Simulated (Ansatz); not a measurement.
# In: how the settings move a relaxation

How sensitive is a relaxation of In to its settings? A reference run comes first, then one run with altered input.

Method: reference: DFT, r2SCAN, PAW with Ansatz's default frozen-core files, scalar-relativistic; relaxation of cell and atoms, in Ansatz 0.2.0.

### 1 The starting structure

The structure is tetragonal, space group I4/mmm (No. 139). Conventional cell: a = 3.251 Å, b = 3.251 Å, c = 4.947 Å, α = 90.00°, β = 90.00°, γ = 90.00°. Around In (site symmetry 4/mmm) lie 12 In at 3.25 to 3.38 Å.

Structure file:

```
CELL_PARAMETERS angstrom
-1.62547 1.62547 2.47370
1.62547 -1.62547 2.47370
1.62547 1.62547 -2.47370
ATOMIC_POSITIONS crystal
In 0.00000 0.00000 0.00000
```

### 2 The reference run

input.yaml reads:

```yaml
crystal:
  lattice:
    - [-1.62547, 1.62547, 2.4737]
    - [1.62547, -1.62547, 2.4737]
    - [1.62547, 1.62547, -2.4737]
  atoms:
    - { symbol: In, position: [0.0, 0.0, 0.0] }
kpoints:
  mp_grid: { grid: [14, 14, 14] }
scf:
  occupations: { method: fermi_dirac, width: 0.08 }
hamiltonian:
  xc: r2scan
  pseudopotentials: { kind: paw }
relax:
  f_tol: 0.002
  max_steps: 80
  cell: {}
output:
  forces: true
  stress: true
```

Command:

```console
ansatz run input.yaml --threads 1 --pin off --max-ram 3072MiB --backend cpu --events-out ev --progress --plain --runs-dir out
```

### 3 Changing settings: dr2_threshold 1.0e-09

input.yaml, as its differences from that of step 2:

```diff
@@ -11,2 +11,3 @@
   occupations: { method: fermi_dirac, width: 0.08 }
+  convergence: { dr2_threshold: 1.0e-09 }
 hamiltonian:
@@ -21 +22,5 @@
   stress: true
+  write_density: true
+  write_potential: true
+  elf: true
+  volumetric_format: npy
```

**Question.** What will these runs give? Wanted: for each run, ending; energy change; pressure; gap; force.

**Answer**, as computed:

| run | ending | energy change | pressure (GPa) | gap (eV) | force (eV/Å) | cycles | time |
| --- | --- | --- | --- | --- | --- | --- | --- |
| reference | converged | 0 | 0.0 | 0.00 | 0.00 | 18 | 25 s |
| 1: dr2_threshold 1.0e-09 | converged | 0.0 meV/atom | 0.0 | 0.00 | 0.00 | 21 | 27 s |

Times don't compare one to one where runs were asked for different outputs or read a saved state (see the inputs); cycles may leave out searches for a lower state.

Same state: the changed convergence setting leaves the energy within 0.5 meV/atom.
